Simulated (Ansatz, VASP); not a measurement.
# ZrC in VASP and in Ansatz

```xyz
2
Lattice="0.0000 2.3200 2.3200 2.3200 0.0000 2.3200 2.3200 2.3200 0.0000" Properties=species:S:1:pos:R:3 pbc="T T T"
Zr    0.0000    0.0000    0.0000
C     2.3200    2.3200    2.3200
```

The cell was built by a generator and isn't the measured one.

Alike in both runs: task single point; functional LDA; k mesh 6 × 6 × 6; occupations gaussian, width 0.05 eV; no spin polarisation.

|  | VASP | Ansatz |
| --- | --- | --- |
| version | VASP 6.6.1 | Ansatz 0.2.0 |
| potentials or method | VASP PAW LDA potentials, release 64 (Zr_sv, C) | scalar-relativistic, plane waves, PAW |
| plane-wave cutoff (eV) | 520 | 420 |
| valence electrons in the cell | 16 | 16 |

```csv
,VASP,Ansatz,Ansatz less VASP
gap on the k mesh at the Fermi level (eV),none,none,-
pressure (GPa),1.1,0.4,-0.65
```

A gap of «none» marks a metal or a gap that the smearing closes.

Caveats: the k mesh is coarse (spacing up to 0.39 Å⁻¹), so the values aren't converged.
